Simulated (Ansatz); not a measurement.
# TaN: the cost of one run

Program: Ansatz 0.2.0. Level of theory: DFT LDA, scalar-relativistic, plane waves, PAW. These are calculated values, not measurements.

5 further runs of the same task are left out: 5 set aside as unsound or not needed.

### Step 1. Starting point

The structure is cubic, space group Fm-3m (No. 225). Conventional cell: a = 4.349 Å, b = 4.349 Å, c = 4.349 Å, α = 90.00°, β = 90.00°, γ = 90.00°. Around Ta (site symmetry m-3m) lie 6 N at 2.17 Å. N (site symmetry m-3m) has 6 Ta at 2.17 Å as nearest neighbours.

As a file:

```
Ta N
1.0
     0.00000    2.17427    2.17427
     2.17427    0.00000    2.17427
     2.17427    2.17427    0.00000
Ta N
1 1
Cartesian
  2.1743 2.1743 2.1743
  0.0000 0.0000 0.0000
```

It is the result of an earlier relaxation at this level (volume 10.28 Å³/atom; gap on the mesh: none (metal)).

### Step 2. Plan of the line

The energy is mapped over a normal mode and a strain (zone-centre modes of the cell shown) (x along [1 0 0], y along [0 1 0], z along [0 0 1] of the conventional cell).

- amplitude of mode 4 (424 cm⁻¹), largest displacement in the unstrained cell: 9 values from −0.245 to 0.245 Å
- equal normal strain along x and y: 7 values from −4.00 to 4.00 %

Nothing else is relaxed (the pattern is fixed in fractional coordinates). Energies count from the relaxed high-symmetry cell. Points are written as (first, second).

The modes come from a phonon run on the reference cell, made beforehand.

Displacement patterns for an amplitude of 1 (Å):

```tsv
atom	x1	y1	z1
Ta1	-0.077	0.000	0.000
N2	1.000	0.000	0.000
```

### Step 3. The run at (−0.184 Å, −4.00 %)

input.yaml reads:

```yaml
crystal:
  lattice:
    - [0.0, 2.087298599, 2.174269374]
    - [2.087298599, 0.0, 2.174269374]
    - [2.087298599, 2.087298599, 0.0]
  atoms:
    - { symbol: Ta, position: [0.4967281469, 0.5032718531, 0.5032718531] }
    - { symbol: "N", position: [0.0422670719, -0.0422670719, -0.0422670719] }
basis:
  ecutwfc: 520.0
kpoints:
  mp_grid: { grid: [18, 18, 18] }
hamiltonian:
  xc: lda
scf:
  occupations: { method: gaussian, width: 0.15 }
output:
  forces: true
  stress: true
  eigenvalues: true
  write_density: true
  write_potential: true
  elf: true
  volumetric_format: npy
```

Run with:

```sh
$ ansatz run input.yaml --threads 1 --pin off --max-ram 2048MiB --backend cpu --events-out ev --progress --plain --runs-dir out
```

Q: Estimate wall time and peak memory on 1 thread of Intel Xeon 6975P-C (Granite Rapids), shared host.

About 17 s, with a peak of 0.67 GiB.
